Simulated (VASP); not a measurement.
The system is Rh.

```
Rh
1.0
     0.00000    2.50645    2.50645
     2.50645    0.00000    2.50645
     2.50645    2.50645    0.00000
Rh
2
Cartesian
  2.5064 2.5064 2.5064
  3.7597 3.7597 3.7597
```

The cell was built by a generator and needn't be a form met in nature.

| Quantity | Value |
| --- | --- |
| Program | VASP 6.6.1 |
| Task | relaxation of cell and atoms |
| Functional | r2SCAN |
| Potentials or basis | VASP PAW PBE potentials, release 64 (Rh_pv) |
| Cutoff | 600 eV |
| k mesh | 6 × 6 × 6 |
| Occupations | gaussian, width 0.1 eV |
| Spin | no spin polarisation |

At the start: pressure 71.8 GPa; volume 15.75 Å³/atom.

**Question.** Where does the relaxation end?

**Answer.** Over 5 steps the energy falls by 798.8 meV/atom and the volume is 20.34 Å³/atom (+29.2 %); space group Fd-3m (No. 227, to 0.05 Å).

Step by step:
```tsv
step	energy change (eV)	largest force (eV/Å)	pressure (GPa)	volume (Å³)
1	0.0000	0.0000	71.80	31.49
2	2.2195	0.0000	-17.99	75.85
3	-1.5293	0.0000	-7.69	43.40
4	-1.5875	0.0000	-3.22	41.73
5	-1.5976	0.0000	0.21	40.68
```

Final structure:
```cif
data_structure
_symmetry_space_group_name_H-M 'P 1'
_symmetry_Int_Tables_number 1
_cell_length_a 3.8605
_cell_length_b 3.8605
_cell_length_c 3.8605
_cell_angle_alpha 60.000
_cell_angle_beta 60.000
_cell_angle_gamma 60.000
_cell_volume 40.68
loop_
_atom_site_label
_atom_site_type_symbol
_atom_site_fract_x
_atom_site_fract_y
_atom_site_fract_z
_atom_site_occupancy
Rh1 Rh 0.50000 0.50000 0.50000 1
Rh2 Rh 0.75000 0.75000 0.75000 1
```

Caveat: the k mesh is coarse (spacing up to 0.36 Å⁻¹), so the values aren't converged; the volume moved by over 15 % at a fixed basis, so the end points are rough; the PAW data sets were made with another functional, which shifts forces and pressure a little.
